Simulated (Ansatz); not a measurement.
ZnS, 2 atoms in the cell. It takes space group F-43m (No. 216, cubic). Conventional cell: a = 5.404 Å, b = 5.404 Å, c = 5.404 Å, α = 90.00°, β = 90.00°, γ = 90.00°. Zn (site symmetry -43m) has 4 S at 2.34 Å as nearest neighbours. S (site symmetry -43m) is surrounded by 4 Zn at 2.34 Å. 

```yaml
Program: Ansatz 0.2.0
Task: band structure
Functional: HF
Potentials_or_basis: Ansatz PAW
Cutoff: "420 eV (not typed: the program's choice for these potentials)"
k_mesh: 5 × 5 × 5
Occupations: fermi-dirac, width 0.05 eV
Spin: no spin polarisation
Path: "[[\"G\", \"X\", \"W\", \"K\", \"G\", \"L\", \"U\", \"W\", \"L\", \"K\"], [\"U\", \"X\"]]"
Points_for_each_segment_of_the_path: 4
```

Potentials or basis: Ansatz PAW.

Launch:

```console
$ ansatz run input.yaml --threads 2 --pin off --max-ram 5632MiB --backend cpu --events-out ev --progress --plain --runs-dir out
```

Hardware: 2 threads of Intel(R) Xeon(R) Processor @ 2.70GHz, with other jobs on the host.

Task: Estimate the wall time of this run.

Result: Run time: 2 min on 2 threads of Intel(R) Xeon(R) Processor @ 2.70GHz, with other jobs on the host, peak memory 0.8 GiB. Counts: scf iterations 22, plane waves 749, k points 10, bands 15.
